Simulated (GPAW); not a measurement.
# SnTe: single point with LDA

Crystal: SnTe.

```xyz
2
Lattice="-0.0224 3.1605 3.1130 3.1114 -0.0001 3.0908 3.1643 3.1911 -0.0530" Properties=species:S:1:pos:R:3 pbc="T T T"
Te    3.1267    3.1757    3.0754
Sn    0.0000    0.0000    0.0000
```

The cell isn't the ideal one: cell strained at random at fixed volume.

```yaml
Program: GPAW 26.7.0
Task: single point
Functional: LDA
Potentials_or_basis: PAW data sets generated in the run's folder for this functional
Cutoff: 450 eV
Basis: pw
k_mesh: 6 × 6 × 6
Occupations: fermi-dirac, width 0.01 eV
Spin: no spin polarisation
Maxiter: 150
```

```yaml
Pressure: -2.6 GPa
Band_gap_on_the_k_mesh: none (metal or under the smearing width)
```

Stress tensor (GPa, compression positive):
```
-2.58 -0.07  0.24
-0.07 -3.51  0.06
 0.24  0.06 -1.81
```

Levels at points of the mesh, in eV from the Fermi level:
```csv
k point,band 8,band 9,band 10,band 11,band 12,band 13
"(0.00, 0.00, 0.00)",-2.29,-2.03,-2.01,3.11,3.31,3.49
"(0.00, 0.00, 0.50)",-1.72,-1.64,0.05,0.20,0.43,0.51
"(0.00, 0.50, 0.00)",-1.83,-1.76,-0.12,0.00,0.27,0.34
"(0.00, 0.50, 0.50)",-5.54,-3.81,-3.61,2.23,4.66,5.03
"(0.50, 0.00, 0.00)",-1.81,-1.68,-0.08,0.09,0.34,0.45
"(0.50, 0.00, 0.50)",-5.52,-3.82,-3.55,2.25,4.79,4.99
"(0.50, 0.50, 0.00)",-5.56,-3.79,-3.65,2.21,4.71,4.92
"(0.50, 0.50, 0.50)",-1.81,-1.77,-0.11,0.00,0.28,0.32
```

Run time: 47 s on 1 thread of Arm Neoverse V2, with other jobs on the host, peak memory 0.21 GiB.

Caveat: the cutoff is short for stress and forces, so pressures can be off by a GPa or more. The run has no spin-orbit coupling, so splittings on Te are missing.
